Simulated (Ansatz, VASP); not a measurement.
**One calculation of Mg12HF23 (a cell with a defect) (Sellaite), two programs**

```
CELL_PARAMETERS angstrom
4.62500 4.62500 0.00000
-4.62500 4.62500 0.00000
0.00000 0.00000 9.15600
ATOMIC_POSITIONS crystal
Mg 0.00000 0.00000 0.00000
Mg 0.00000 0.00000 0.33333
Mg 0.00000 0.00000 0.66667
Mg 0.50000 0.50000 0.00000
Mg 0.50000 0.50000 0.33333
Mg 0.50000 0.50000 0.66667
Mg 0.50000 0.00000 0.16667
Mg 0.50000 0.00000 0.50000
Mg 0.50000 0.00000 0.83333
Mg 0.00000 0.50000 0.16667
Mg 0.00000 0.50000 0.50000
Mg 0.00000 0.50000 0.83333
H 0.30300 0.00000 0.00000
F 0.30300 0.00000 0.33333
F 0.30300 0.00000 0.66667
F 0.80300 0.50000 0.00000
F 0.80300 0.50000 0.33333
F 0.80300 0.50000 0.66667
F 0.50000 0.30300 0.16667
F 0.50000 0.30300 0.50000
F 0.50000 0.30300 0.83333
F 0.00000 0.80300 0.16667
F 0.00000 0.80300 0.50000
F 0.00000 0.80300 0.83333
F 0.69700 0.00000 0.00000
F 0.69700 0.00000 0.33333
F 0.69700 0.00000 0.66667
F 0.19700 0.50000 0.00000
F 0.19700 0.50000 0.33333
F 0.19700 0.50000 0.66667
F 0.50000 0.69700 0.16667
F 0.50000 0.69700 0.50000
F 0.50000 0.69700 0.83333
F 0.00000 0.19700 0.16667
F 0.00000 0.19700 0.50000
F 0.00000 0.19700 0.83333
```

Alike in both runs: task electric field gradients; functional PBE; k mesh 3 × 3 × 2; occupations fermi-dirac, width 0.01 eV; no spin polarisation.

|  | VASP | Ansatz |
| --- | --- | --- |
| version | VASP 6.6.1 | Ansatz 0.2.0 |
| potentials or method | VASP PAW PBE potentials, release 64 (Mg, H, F) | plane-wave PAW, scalar-relativistic |
| plane-wave cutoff (eV) | 520 | 420 |
| valence electrons in the cell | 186 | 282 |

|  | VASP | Ansatz | Ansatz less VASP |
| --- | --- | --- | --- |
| gap on the k mesh at the Fermi level (eV) | 5.82 | 5.83 | +0.017 |
| pressure (GPa) | 3.4 | 4.3 | +0.86 |
| largest component of the traceless stress (GPa) | 0.23 | 0.24 | +0.011 |
| rms of the force components (eV/Å) | 0.044 | 0.047 | +0.0024 |
| Vzz of the field gradient on the site that differs most (V/Å²) | 7.1 | 8.6 | +1.53 |

Atom by atom the forces differ by 0.003 eV/Å (rms over components). The two sets of potentials don't hold the same shells in valence.

A hybrid or GW would open this gap; PBE tends to underestimate it.
